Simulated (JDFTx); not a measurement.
ZnS under changes of volume

One of the cells (19.727 Å³/atom); the others are scaled copies at fixed shape and fractional positions:

```xyz
2
Lattice="0.0000 2.7020 2.7020 2.7020 0.0000 2.7020 2.7020 2.7020 0.0000" Properties=species:S:1:pos:R:3 pbc="T T T"
Zn    4.0530    4.0530    4.0530
S     0.0000    0.0000    0.0000
```

```yaml
Program: JDFTx 1.7.0 (patched build)
Functional: PBEsol
Potentials_or_basis: PseudoDojo-SR-PBEsol-0.4.1-standard with smoothed tails
Cutoff: 1143 eV
Density_cutoff: 9143 eV
k_mesh: 9 × 9 × 9
Occupations: fermi-dirac, width 0.05 eV
Spin: no spin polarisation
```

| volume (Å³/atom) | energy over the lowest point (meV/atom) | pressure (GPa) | gap on the mesh (eV) |
| --- | --- | --- | --- |
| 18.543 | ? | ? | ? |
| 18.938 | 0.64 | 1.1 | 2.15 |
| 19.332 | 0.00 | -0.6 | 2.06 |
| 19.727 | 3.20 | -2.0 | 1.98 |
| 20.121 | 9.84 | -3.3 | 1.89 |
| 20.516 | 19.55 | -4.5 | 1.81 |
| 20.910 | 32.01 | -5.6 | 1.73 |

Task: What does the run at 18.543 Å³/atom give?

Result: Energy over the lowest point 5.58 meV/atom; pressure 2.9 GPa; gap on the mesh 2.24 eV.

Worked out: A Birch-Murnaghan fit of order 3 (a polynomial in V^(-2/3)) to the other rows has its minimum at 19.20 Å³/atom with B0 = V·E''(V) = 79 GPa and B' = 4.4. It gives 5.58 meV/atom at 18.543 Å³/atom, against the run's 5.58, and -dE/dV = 2.9 GPa, against 2.9. A straight line through the other rows of the gap, of slope -4.24 eV per unit of ln V (its deformation potential), extrapolates to 2.24 eV, against the run's 2.24.

Energies are extrapolated to zero smearing.
